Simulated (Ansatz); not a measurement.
A run of Ansatz 0.2.0:

The input input.yaml:

```yaml
crystal:
  lattice:
    - [1.21846369, -3.9763780104, 0.0]
    - [1.21846369, 3.9763780104, 0.0]
    - [0.0, 0.0, 2.4754955235]
  atoms:
    - { symbol: Cu, position: [0.86613335, 0.13386665, 0.75] }
    - { symbol: Cu, position: [0.13386665, 0.86613335, 0.25] }
hamiltonian:
  xc: pbe
  pseudopotentials: { kind: paw }
  dispersion: d4
kpoints:
  mp_grid: { grid: [11, 11, 11] }
scf:
  occupations: { method: fermi_dirac, width: 0.05 }
output:
  forces: true
  stress: true
  eigenvalues: true
relax:
  f_tol: 0.01
  max_steps: 40
  cell: { stress_tol: 0.05 }
```

Potentials or basis: Ansatz PAW.

Launch:

```sh
$ ansatz run input.yaml --threads 2 --pin off --max-ram 5632MiB --backend cpu --events-out ev --progress --plain --runs-dir out
```

Hardware: 2 threads of Arm Neoverse V2 (shared host).

Question: Estimate the wall time of this run.

Answer: Wall time 15 s on 2 threads of Arm Neoverse V2 (shared host), peak memory 0.4 GiB. Counts: scf iterations 26, plane waves 453, k points 216, bands 23, ion steps 4.
